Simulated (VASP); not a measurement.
A run of VASP 6.6.1 is set up as follows.

The input INCAR:

```
SYSTEM = TiTe
ALGO = Normal ; EDIFF = 1E-7
ENCUT = 520 ; GGA_COMPAT = .FALSE.
ISIF = 2 ; ISMEAR = -1
LASPH = .TRUE. ; LCHARG = .FALSE.
LMAXMIX = 4 ; LORBIT = 11
LREAL = .FALSE. ; LSORBIT = .TRUE.
LWAVE = .FALSE. ; MAGMOM = 0 0 0 0 0 0
NBANDS = 30 ; NELM = 80
PREC = Accurate ; SIGMA = 0.05
```

File KPOINTS:

```
k-points
0
G
  6 6 6
  0 0 0
```

File POSCAR:

```
TiTe
1.0
    0.0000000000      3.0500668100      3.0500668100
    3.0500668100      0.0000000000      3.0500668100
    3.0500668100      3.0500668100      0.0000000000
Ti Te
1 1
Direct
    0.5000000000      0.5000000000      0.5000000000
    0.0000000000      0.0000000000      0.0000000000
```

Contents of KPOINTS_OPT:

```
path GXWKGLUWLK,UX
15
line-mode
reciprocal
 0.0000000000  0.0000000000  0.0000000000  G
 0.5000000000  0.0000000000  0.5000000000  X

 0.5000000000  0.0000000000  0.5000000000  X
 0.5000000000  0.2500000000  0.7500000000  W

 0.5000000000  0.2500000000  0.7500000000  W
 0.3750000000  0.3750000000  0.7500000000  K

 0.3750000000  0.3750000000  0.7500000000  K
 0.0000000000  0.0000000000  0.0000000000  G

 0.0000000000  0.0000000000  0.0000000000  G
 0.5000000000  0.5000000000  0.5000000000  L

 0.5000000000  0.5000000000  0.5000000000  L
 0.6250000000  0.2500000000  0.6250000000  U

 0.6250000000  0.2500000000  0.6250000000  U
 0.5000000000  0.2500000000  0.7500000000  W

 0.5000000000  0.2500000000  0.7500000000  W
 0.5000000000  0.5000000000  0.5000000000  L

 0.5000000000  0.5000000000  0.5000000000  L
 0.3750000000  0.3750000000  0.7500000000  K

 0.6250000000  0.2500000000  0.6250000000  U
 0.5000000000  0.0000000000  0.5000000000  X
```

Potentials or basis: VASP PAW LDA potentials, release 64 (Ti_sv, Te).

The run is started by

```console
$ cat potpaw_LDA.64/Ti_sv/POTCAR potpaw_LDA.64/Te/POTCAR > POTCAR
$ mpirun -np 1 vasp_ncl > vasp.out
```

Question: Estimate the pressure.

Answer: -14.4 GPa.
